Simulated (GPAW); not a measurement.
# CdO (Monteponite) (Fm-3m) in GPAW: a series of runs

The runs below take CdO (Monteponite) through single point, with PBE.

Everything below comes from runs of GPAW 26.7.0. Logs are shortened: lines on timing, memory, paths and dates and some standing lists are left out, and cuts for length are marked. The log counts tension as positive stress, the text compression.

## (1) The structure

The structure is cubic, space group Fm-3m (No. 225). Conventional cell: a = 4.699 Å, b = 4.699 Å, c = 4.699 Å, α = 90.00°, β = 90.00°, γ = 90.00°. Around Cd (site symmetry m-3m) lie 6 O at 2.35 Å. O (site symmetry m-3m) has 6 Cd at 2.35 Å as nearest neighbours.

## (2) Single point, PBE

The input, run.py:

```python
from ase.dft.bandgap import bandgap
from ase.io import write
from ase.spacegroup import crystal
from ase.units import GPa
from gpaw import GPAW, PW, setup_paths

setup_paths.insert(0, '.')

# Cd 4a
# O 4b
atoms = crystal(['Cd', 'O'],
                basis=[[0.0, 0.0, 0.0],
                       [0.5, 0.0, 0.0]],
                spacegroup=225, setting=1,  # Fm-3m
                cellpar=[4.699, 4.699, 4.699, 90.0, 90.0, 90.0],
                primitive_cell=True)

calc = GPAW(mode=PW(550),
            xc='PBE',
            kpts={'size': (8, 8, 8), 'gamma': True},
            occupations={'name': 'fermi-dirac', 'width': 0.01},
            setups={'Cd': 'jth', 'O': 'jth'},
            nbands=-9,
            convergence={'density': 1e-05, 'energy': 1e-05},
            maxiter=150,
            txt='gpaw.txt')
atoms.calc = calc
energy = atoms.get_potential_energy()
forces = atoms.get_forces()
stress = atoms.get_stress()
calc.write('gs.gpw')
write('result.traj', atoms)
print(f'Energy: {energy:.6f} eV')
print('Forces (eV/A):')
print(forces.round(4))
print('Stress (GPa):', (stress / GPa).round(3))
print('Fermi level:', round(calc.get_fermi_level(), 4), 'eV')
print(f'Gap: {bandgap(calc)[0]:.4f} eV, direct: {bandgap(calc, direct=True)[0]:.4f} eV')
```

Potentials or basis: JTH PAW 2.0, PBE, pw.

Command:

```console
> OMP_NUM_THREADS=1 python run.py
```

gpaw.txt:

```text
__  _  _
 | _ |_)|_||  |
 |__||  | ||/\| - 26.7.0

Input parameters:
  mode=PW(ecut=550.0),
  convergence={'density': 1e-05, 'energy': 1e-05},
  kpts=MonkhorstPack(size=(8, 8, 8), gamma=True),
  maxiter=150,
  nbands=-9,
  occupations=Occupations(name='fermi-dirac', width=0.01),
  setups={'Cd': 'jth', 'O': 'jth'},
  xc=XC(name='PBE')

Diagonalizing LCAO Hamiltonian
Converting LCAO to pw mode

               O

       Cd

Atoms  # Å, Bohr magnetons
|   | symbol |        x |        y |        z |    initial magnetic moments |
|---|--------|----------|----------|----------|-----------------------------|
| 0 |     Cd | 0.000000 | 0.000000 | 0.000000 | ( 0.0000,  0.0000,  0.0000) |
| 1 |      O | 2.349500 | 2.349500 | 2.349500 | ( 0.0000,  0.0000,  0.0000) |

Unit cell  # Å
| periodic |        x |        y |        z |  lengths |    angles |
|----------|----------|----------|----------|----------|-----------|
|      yes | 0.000000 | 2.349500 | 2.349500 | 3.322695 | 60.000000 |
|      yes | 2.349500 | 0.000000 | 2.349500 | 3.322695 | 60.000000 |
|      yes | 2.349500 | 2.349500 | 0.000000 | 3.322695 | 60.000000 |

Number of symmetries: 48
Symmetry operations  # r_c * U_cc + t_c -> r_c
|    | kind |            matrix            |
|----|------|------------------------------|
|  0 |  σ   |  1, 0, 0,  1, 0,-1,  1,-1, 0 |
|  1 |  C2  |  1, 0, 0,  1,-1, 0,  1, 0,-1 |
|  2 |  E   |  1, 0, 0,  0, 1, 0,  0, 0, 1 |
|  3 |  σ   |  1, 0, 0,  0, 0, 1,  0, 1, 0 |
|  4 |  C4  |  1, 0,-1,  1, 0, 0,  1,-1, 0 |
|  5 |  S6  |  1, 0,-1,  1,-1, 0,  1, 0, 0 |
|  6 |  σ   |  1, 0,-1,  0, 1,-1,  0, 0,-1 |
|  7 |  C3  |  1, 0,-1,  0, 0,-1,  0, 1,-1 |
|  8 |  S6  |  1,-1, 0,  1, 0, 0,  1, 0,-1 |
|  9 |  C4  |  1,-1, 0,  1, 0,-1,  1, 0, 0 |
| 10 |  C3  |  1,-1, 0,  0,-1, 1,  0,-1, 0 |
| 11 |  σ   |  1,-1, 0,  0,-1, 0,  0,-1, 1 |
| 12 |  σ   |  0, 1, 0,  1, 0, 0,  0, 0, 1 |
| 13 |  C4  |  0, 1, 0,  0, 1,-1, -1, 1, 0 |
| 14 |  C3  |  0, 1, 0,  0, 0, 1,  1, 0, 0 |
| 15 |  S6  |  0, 1, 0, -1, 1, 0,  0, 1,-1 |
| 16 |  C2  |  0, 1,-1,  1, 0,-1,  0, 0,-1 |
| 17 |  σ   |  0, 1,-1,  0, 1, 0, -1, 1, 0 |
| 18 |  S4  |  0, 1,-1,  0, 0,-1,  1, 0,-1 |
| 19 |  C4  |  0, 1,-1, -1, 1, 0,  0, 1, 0 |
| 20 |  C3  |  0, 0, 1,  1, 0, 0,  0, 1, 0 |
| 21 |  σ   |  0, 0, 1,  0, 1, 0,  1, 0, 0 |
| 22 |  S6  |  0, 0, 1,  0,-1, 1, -1, 0, 1 |
| 23 |  C4  |  0, 0, 1, -1, 0, 1,  0,-1, 1 |
| 24 |  S4  |  0, 0,-1,  1, 0,-1,  0, 1,-1 |
| 25 |  C3  |  0, 0,-1,  0, 1,-1,  1, 0,-1 |
| 26 |  C2  |  0, 0,-1,  0,-1, 0, -1, 0, 0 |
| 27 |  S6  |  0, 0,-1, -1, 0, 0,  0,-1, 0 |
| 28 |  S4  |  0,-1, 1,  1,-1, 0,  0,-1, 0 |
| 29 |  C4  |  0,-1, 1,  0, 0, 1, -1, 0, 1 |
| 30 |  C2  |  0,-1, 1,  0,-1, 0,  1,-1, 0 |
| 31 |  σ   |  0,-1, 1, -1, 0, 1,  0, 0, 1 |
| 32 |  C3  |  0,-1, 0,  1,-1, 0,  0,-1, 1 |
| 33 |  S6  |  0,-1, 0,  0, 0,-1, -1, 0, 0 |
| 34 |  S4  |  0,-1, 0,  0,-1, 1,  1,-1, 0 |
| 35 |  C2  |  0,-1, 0, -1, 0, 0,  0, 0,-1 |
| 36 |  C2  | -1, 1, 0,  0, 1, 0,  0, 1,-1 |
| 37 |  S6  | -1, 1, 0,  0, 1,-1,  0, 1, 0 |
| 38 |  S4  | -1, 1, 0, -1, 0, 1, -1, 0, 0 |
| 39 |  C3  | -1, 1, 0, -1, 0, 0, -1, 0, 1 |
| 40 |  S6  | -1, 0, 1,  0, 0, 1,  0,-1, 1 |
| 41 |  C2  | -1, 0, 1,  0,-1, 1,  0, 0, 1 |
| 42 |  C3  | -1, 0, 1, -1, 1, 0, -1, 0, 0 |
| 43 |  S4  | -1, 0, 1, -1, 0, 0, -1, 1, 0 |
| 44 |  C2  | -1, 0, 0,  0, 0,-1,  0,-1, 0 |
| 45 |  i   | -1, 0, 0,  0,-1, 0,  0, 0,-1 |
| 46 |  σ   | -1, 0, 0, -1, 1, 0, -1, 0, 1 |
| 47 |  C2  | -1, 0, 0, -1, 0, 1, -1, 1, 0 |

BZ-sampling:
  Number of BZ points: 512
  Number of IBZ points: 29

  Monkhorst-Pack size: [8, 8, 8]
  Monkhorst-Pack shift: [0.0625, 0.0625, 0.0625]

K-points  # in reciprocal-cell coordinates
|     |                                coordinates |     weight |
|-----|--------------------------------------------|------------|
|   0 | (  0.00000000,   0.00000000,   0.00000000) | 0.00195312 |
|   1 | (  0.12500000,   0.12500000,   0.00000000) | 0.01171875 |
|   2 | (  0.12500000,   0.12500000,   0.12500000) | 0.01562500 |
|   3 | (  0.25000000,   0.12500000,   0.12500000) | 0.02343750 |
|   4 | (  0.25000000,   0.25000000,   0.00000000) | 0.01171875 |
|   5 | (  0.25000000,   0.25000000,   0.12500000) | 0.04687500 |
|   6 | (  0.25000000,   0.25000000,   0.25000000) | 0.01562500 |
|   7 | (  0.37500000,   0.25000000,  -0.37500000) | 0.04687500 |
|   8 | (  0.37500000,   0.25000000,   0.12500000) | 0.04687500 |
|   9 | (  0.37500000,   0.25000000,   0.25000000) | 0.04687500 |
| ... |                                            |            |
|  28 | (  0.50000000,   0.50000000,   0.50000000) | 0.00781250 |

Plane wave coefficients: 775
Cutoff: 550.0 eV

Spin-components: 1 (collinear spins)
Bands:           18
Projectors:      10
Spin-degeneracy: 2
Datatype:        complex128

Density:
  Valence electrons: 18.0
  Components: 1
  Grid points: [18 18 18]
  Charge: 0.0  # |e|

Potential:
  Grid points: [18 18 18]

species:
  Cd:
    name:    Cadmium
    Z:       48.0
    valence: 12
    core:    36
    charge:  0.0  # [|e|]
    compensation charges:
      type: bessel
      rc: 1.22  # [Å]
      lmax: 2
    cutoffs:
      filter: 1.32  # [Å]
      core: 2.68  # [Å]
    projectors
    | kind |    occ | energy [eV] | rcut [Å] |
    |------|--------|-------------|----------|
    |   5s |  2.000 |      -5.660 |    1.167 |
    |    s |        |      40.817 |    1.167 |
    |   5p |  0.000 |      -1.183 |    1.324 |
    |    p |        |      61.226 |    1.324 |
    |   4d | 10.000 |     -11.733 |    0.957 |
    |    d |        |      27.211 |    0.957 |

    Using partial waves for Cd as LCAO basis

  O:
    name:    Oxygen
    Z:       8.0
    valence: 6
    core:    2
    charge:  0.0  # [|e|]
    compensation charges:
      type: sinc
      rc: 0.64  # [Å]
      lmax: 2
    cutoffs:
      filter: 0.75  # [Å]
      core: 0.85  # [Å]
    projectors
    | kind |    occ | energy [eV] | rcut [Å] |
    |------|--------|-------------|----------|
    |   2s |  2.000 |     -23.962 |    0.749 |
    |    s |        |      27.211 |    0.749 |
    |   2p |  4.000 |      -9.031 |    0.749 |
    |    p |        |      27.211 |    0.749 |

    Using partial waves for O as LCAO basis

Reference energy: -154279.189390  # eV

eigensolver:
  PPCG
  Converge bands: occupied
  niter=2

density mixing:
  MSR1-Mixer
  Pratt-step length: 0.05
  Maximum mixing coefficient: 0.75
  Old densities: 10
  SVD Regularization: 0.005
  Good broyden scale: 1.0
  Trust region scale: 1.0
  Backstep threshold: 4.0
  History deletion threshold: 6.0
  Fourier metric: weight=20.0, sigma=0.015

occupation numbers:
  Fermi-Dirac:
    width: 0.0100  # eV

poisson solver:
  ecut: 4400.0  # eV

xc functional:
[... 9 lines left out ...]
|iter     | |      energy | eigst |  dens |
|---------|-|-------------|-------|-------|
|iter:   1| |   -8.738036 | -0.69 |       |
|iter:   2| |   -8.212000 | -2.38 | -0.97 |
|iter:   3| |   -7.021196 | -1.60 | -1.03 |
|iter:   4| |   -7.004474 | -3.06 | -1.57 |
|iter:   5| |   -6.997787 | -3.49 | -1.81 |
|iter:   6| |   -6.997834 | -4.66 | -3.05 |
|iter:   7| |   -6.997854c| -5.26 | -3.37 |
|iter:   8| |   -6.997855c| -6.28 | -4.69 |
|iter:   9| |   -6.997855c| -7.61c| -5.28c|

Converged in 9 steps
Energy contributions relative to reference atoms: (reference = -154279.189390)

Energy contributions:
  Kinetic:          16.940835
  Coulomb:         -12.840063
  Zero:             -0.093661
  External:          0.000000
  Xc:              -11.004904
  Entropy:          -0.000121
  Spinorbit:         0.000000
  ----------------------------
  Free energy:      -6.997915
  Extrapolated:     -6.997855

dipole moment: (-18.596196, -18.596196, -18.596196)  # |e|*Ang

Fermi level: 5.149
Eigenvalues  # (at kpt = [0.000, 0.000, 0.000])
| band index |      eig [eV] | occ [0-2] |
|------------|---------------|-----------|
|          0 |       -12.261 |     2.000 |
|        ... |               |           |
|          2 |        -1.527 |     2.000 |
|          3 |        -1.527 |     2.000 |
|          4 |        -1.228 |     2.000 |
|          5 |        -1.228 |     2.000 |
|          6 |         3.745 |     2.000 |
|          7 |         3.745 |     2.000 |
[... 8 lines left out ...]
|         16 |        23.262 |     0.000 |
|         17 |        23.262 |     0.000 |

No gap
No difference between direct/indirect transitions

Forces  # eV/Ang
|       x |        y |        z |
|---------|----------|----------|
| 0.00000 | -0.00000 | -0.00000 |  # Cd   0
| 0.00000 |  0.00000 | -0.00000 |  # O    1

Stress tensor  # eV/Ang^3
|         x |         y |         z |
|-----------|-----------|-----------|
| -0.036802 |  0.000000 | -0.000000 |
|  0.000000 | -0.036802 | -0.000000 |
| -0.000000 | -0.000000 | -0.036802 |

# Writing to gs.gpw (mode='')
```

Run time: 11 s. Hardware: 1 thread of Arm Neoverse V1, shared host; peak memory 0.14 GiB.

These settings aren't checked as converged: the numbers below hold their error.

Results:

- Free energy: -6.9979 eV
- Pressure: 5.9 GPa
- Band gap on the k mesh: none (metal or under the smearing width)

Caveat: the cutoff is short for stress and forces, so pressures can be off by a GPa or more; the program truncates these outside data sets; this crystal is a semiconductor, whose small gap the functional closes, so the metal is an error of the method.

## (3) Single point, PBE

run.py, as its differences from that of step 2:

```diff
@@ -4,5 +4,3 @@
 from ase.units import GPa
-from gpaw import GPAW, PW, setup_paths
-
-setup_paths.insert(0, '.')
+from gpaw import GPAW, PW
 
@@ -21,4 +19,3 @@
             occupations={'name': 'fermi-dirac', 'width': 0.01},
-            setups={'Cd': 'jth', 'O': 'jth'},
-            nbands=-9,
+            nbands=18,
             convergence={'density': 1e-05, 'energy': 1e-05},
```

Potentials or basis: GPAW PAW data sets (gpaw-data 1.2.1), pw.

Command:

```console
> OMP_NUM_THREADS=1 python run.py
```

It took 7.7 s on 1 thread of Arm Neoverse V2, shared host; peak memory 0.13 GiB.

These settings aren't checked as converged: the numbers below hold their error.

What came out:

- Free energy: -7.9566 eV
- Pressure: -1.4 GPa
- Band gap on the k mesh: none (metal or under the smearing width)

Caveat: the cutoff is short for stress and forces, so pressures can be off by a GPa or more; this crystal is a semiconductor, whose small gap the functional closes, so the metal is an error of the method.

## (4) The reference run

An earlier run on the cell as given: functional PBE; potentials or basis GPAW PAW data sets (gpaw-data 1.2.1); cutoff 800 eV; basis pw; k mesh 10 × 10 × 10; occupations fermi-dirac, width 0.05 eV; no spin polarisation.

- Pressure: 5.5 GPa
- Band gap on the k mesh: none (metal or under the smearing width)
